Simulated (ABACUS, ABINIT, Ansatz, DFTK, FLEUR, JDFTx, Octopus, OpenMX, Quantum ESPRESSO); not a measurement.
One calculation of LiH, 10 ways

```
Li H
1.0
     0.00000    2.03675    2.03675
     2.03675    0.00000    2.03675
     2.03675    2.03675    0.00000
Li H
1 1
Direct
  0.01223 0.99611 0.00039
  0.49669 0.49811 0.50465
```

Atoms were shifted at random by some hundredths of an Å from the given cell, which wasn't relaxed again for these runs.

Alike in all runs: task single point; functional PBE; k mesh 11 × 11 × 11; occupations fermi-dirac, width 0.05 eV; no spin polarisation; no spin-orbit coupling. Pressure is positive in compression and, in plane waves, holds the error of the finite cutoff, which Ansatz's Pulay term estimates and takes out.

| program and potentials | plane-wave cutoff (eV) | notes | pressure (GPa) | energy over the undisturbed cell (meV/atom) |
| --- | --- | --- | --- | --- |
| Quantum ESPRESSO, SSSP 1.3 efficiency PBE | 816 | - | -1.63 | 0.34 |
| JDFTx, PseudoDojo-SR-PBE-0.5-standard | 1007 | - | -1.66 | 0.34 |
| Octopus, pseudodojo_pbe (PseudoDojo 0.5, PBE) | - | - | - | -0.97 |
| FLEUR, all-electron, FLAPW | - | - | - | 0.34 |
| OpenMX, OpenMX 2013 PBE set, Li8.0-s3p2, H6.0-s2p1, grid cutoff 260 Ry | - | atomic basis | -1.61 | - |
| ABINIT, JTH PAW PBE v2.0 | 680 | - | -1.84 | 0.34 |
| ABACUS, PseudoDojo NC SR 0.4.1 PBE standard, plane waves | 1007 | - | -1.66 | 0.34 |
| Ansatz, all-electron LAPW, scalar-relativistic | - | - | -1.64 | - |
| Ansatz, Ansatz PAW (earlier soft set) | 420 | Pulay term of +0.09 GPa included | -1.62 | 0.34 |
| DFTK, PseudoDojo SR PBE 0.4.1 standard (PBE) | 1007 | - | -1.66 | 0.34 |

Force on atom 1 (Li), eV/Å:

| program and potentials | x | y | z |
| --- | --- | --- | --- |
| Quantum ESPRESSO, SSSP 1.3 efficiency PBE | 0.012 | -0.021 | -0.026 |
| JDFTx, PseudoDojo-SR-PBE-0.5-standard | 0.012 | -0.021 | -0.026 |
| Octopus, pseudodojo_pbe (PseudoDojo 0.5, PBE) | 0.012 | -0.021 | -0.026 |
| FLEUR, all-electron, FLAPW | 0.012 | -0.021 | -0.026 |
| OpenMX, OpenMX 2013 PBE set, Li8.0-s3p2, H6.0-s2p1, grid cutoff 260 Ry | 0.031 | -0.050 | -0.042 |
| ABINIT, JTH PAW PBE v2.0 | 0.012 | -0.021 | -0.026 |
| ABACUS, PseudoDojo NC SR 0.4.1 PBE standard, plane waves | 0.012 | -0.021 | -0.026 |
| Ansatz, all-electron LAPW, scalar-relativistic | 0.012 | -0.021 | -0.026 |
| Ansatz, Ansatz PAW (earlier soft set) | 0.012 | -0.021 | -0.026 |
| DFTK, PseudoDojo SR PBE 0.4.1 standard (PBE) | 0.012 | -0.021 | -0.026 |

The pressure spans -1.84 (ABINIT, JTH PAW PBE v2.0) to -1.61 GPa (OpenMX, OpenMX 2013 PBE set, Li8.0-s3p2, H6.0-s2p1, grid cutoff 260 Ry), with all-electron results at -1.64. Rows in atomic bases carry the error of their basis and grid, which can be large.

The functional is the same throughout but for its coding, so the spread measures potentials, basis and numerics; runs on potential files found faulty are left out.
